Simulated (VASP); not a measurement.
Os:

```xyz
1
Lattice="-1.5183 1.5183 1.5183 1.5183 -1.5183 1.5183 1.5183 1.5183 -1.5183" Properties=species:S:1:pos:R:3 pbc="T T T"
Os    0.0000    0.0000    0.0000
```

This isn't the form of Os at room conditions, which is hcp.

```yaml
Program: VASP 6.6.1
Task: relaxation of cell and atoms
Functional: r2SCAN
Dispersion: rVV10
Potentials_or_basis: VASP PAW PBE potentials, release 64 (Os)
Cutoff: 600 eV
k_mesh: 20 × 20 × 20
Occupations: gaussian, width 0.1 eV
Spin: no spin polarisation
```

At the start: pressure 14.0 GPa; volume 14.00 Å³/atom.

Task: How do energy, volume and symmetry change on relaxing?

Result: Over 4 steps the energy falls by 19.6 meV/atom and the volume is 14.47 Å³/atom (+3.3 %); space group Im-3m (No. 229, to 0.05 Å).

The path:
| step | energy change (eV) | largest force (eV/Å) | pressure (GPa) | volume (Å³) |
| --- | --- | --- | --- | --- |
| 1 | 0.0000 | 0.0000 | 14.02 | 14.00 |
| 2 | 0.2857 | 0.0000 | -39.32 | 16.63 |
| 3 | -0.0195 | 0.0000 | -0.85 | 14.50 |
| 4 | -0.0196 | 0.0000 | -0.05 | 14.47 |

Final structure:
```yaml
crystal:
  lattice:
    - [-1.53499, 1.53499, 1.53499]
    - [1.53499, -1.53499, 1.53499]
    - [1.53499, 1.53499, -1.53499]
  atoms:
    - { symbol: Os, position: [0.00000, 0.00000, 0.00000] }
```

Caveat: the PAW data sets were made with another functional, which shifts forces and pressure a little.
